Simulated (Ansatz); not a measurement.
Write a Python script for Ansatz 0.2.0, Python API that makes a comparison of enthalpies under pressure of two structures of P. Level of theory (first run): PBE, PAW, cutoff 520 eV, 21×21×21 k-points, Fermi-Dirac smearing of 0.05 eV.

The script, `transition_p.py`:
```python
"""Enthalpies of two structures of P under pressure."""

import warnings

import ansatz
import numpy as np


def fcc(a_site, a):
    return (
        ansatz.Lattice.fcc(a)
        .space_group(225)
        .atom(a_site, (0, 0, 0))
        .primitive()
    )


def bcc(first, a):
    return (
        ansatz.Lattice.bcc(a)
        .space_group(229)
        .atom(first, (0, 0, 0))
        .primitive()
    )


def compute(name, crystal, pressure=0.0):
    calc = (
        crystal.calculation()
        .scf(tolerance=1e-09)
        .functional("pbe")
        .basis(520)
        .kpoints(spacing=0.14)
        .occupations("fermi_dirac", width=0.05)
    )
    calc = calc.relax(force_tolerance=0.03, max_steps=40, cell=True, pressure=pressure)
    return calc.run(threads=1)


def volume_per_atom(outcome):
    return abs(np.linalg.det(outcome.lattice.cell_ang)) / len(outcome.lattice.sites)


def main() -> None:
    warnings.simplefilter("ignore", ansatz.DeckWarning)

    phases = {}
    phases["fcc"] = fcc("P", 3.88)
    phases["bcc"] = bcc("P", 3.08)

    # enthalpy per atom at each pressure
    pressures = [0, 20, 40, 60]
    enthalpy, volume = {name: [] for name in phases}, {name: [] for name in phases}
    for p in pressures:
        for name, crystal in phases.items():
            o = compute(name, crystal, pressure=p)
            volume[name].append(volume_per_atom(o))
            enthalpy[name].append(o.report["energy_sigma0_ev"] / len(o.lattice.sites) + p * volume[name][-1] / 160.21766)
    gap = np.array(enthalpy["bcc"]) - np.array(enthalpy["fcc"])
    rows = [(p, va, vb, 1000 * d) for p, va, vb, d in zip(pressures, volume["fcc"], volume["bcc"], gap)]
    print("   P (GPa)  V fcc (A^3/atom)  V bcc (A^3/atom)  H(bcc) - H(fcc) (meV/atom)")
    for row in rows:
        print(f"{row[0]:10d}  {row[1]:16.3f}  {row[2]:16.3f}  {row[3]:+26.1f}")
    crossings = [p0 - g0 * (p1 - p0) / (g1 - g0) for p0, p1, g0, g1 in zip(pressures, pressures[1:], gap, gap[1:]) if g0 * g1 < 0]
    print("crossing near", [round(float(p), 1) for p in crossings], "GPa") if crossings else print("no crossing in this range")


if __name__ == "__main__":
    main()
```

```console
$ python transition_p.py
   P (GPa)  V fcc (A^3/atom)  V bcc (A^3/atom)  H(bcc) - H(fcc) (meV/atom)
         0            14.553            14.261                      -164.1
        20            12.393            12.195                      -192.7
        40            11.212            11.078                      -212.3
        60            10.387            10.279                      -228.8
no crossing in this range
```

What to keep in mind:
- At a fixed pressure a relaxation lowers the enthalpy F + PV, while F alone can rise.
- The program warned that this SCF threshold is loose for forces or stresses.
- Only these two structures are compared, at zero temperature and with their symmetry kept; either may be hypothetical, and another phase may be lower than both. Differences under 10 to 15 meV an atom lie within the error of mesh and functional.
- The cells are prototypes set up for this calculation and needn't exist.
- The script silences the warnings on its input, which a real study should read.
- Timing: 100 s on 1 thread of Arm Neoverse V2, on a shared host, peak memory 0.42 GiB.
